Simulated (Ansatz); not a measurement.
Cubic perovskite BaSnO3, treated with r²SCAN in Ansatz (PAW).

Settings: plane-wave cutoff 500 eV, 8×8×8 k mesh, gaussian smearing 0.02 eV, scalar-relativistic PAW data made under PBE.

Computed at the level's own relaxed cell.

Give the computed volume per atom, lattice parameter a and band gap.


* **volume per atom**: 14.10 Å³/atom
* **lattice parameter a**: 4.131 Å
* **band gap**: 1.56 eV (on the SCF k mesh)

Measured, for comparison: band gap 2.95 eV (temperature not stated, no zero-point or thermal correction, indirect, from the absorption edge of a single crystal; as tabulated in Kim et al. (2012), arXiv:1207.0764); equilibrium volume per atom 13.95 Å³/atom, lattice constant a 4.116 Å (temperature not stated, no zero-point or thermal correction; as tabulated in Lee et al. (2017), arXiv:1707.09778). Computed (rounded) less measured: equilibrium volume per atom +1.1 %, lattice constant a +0.4 %.

Spin–orbit coupling is not included.

The computed numbers hold no vibrational or temperature effects.

Cost on a shared machine: about 29 core-seconds (a rough figure).

Ansatz is a quantum-chemistry and plane-wave program.
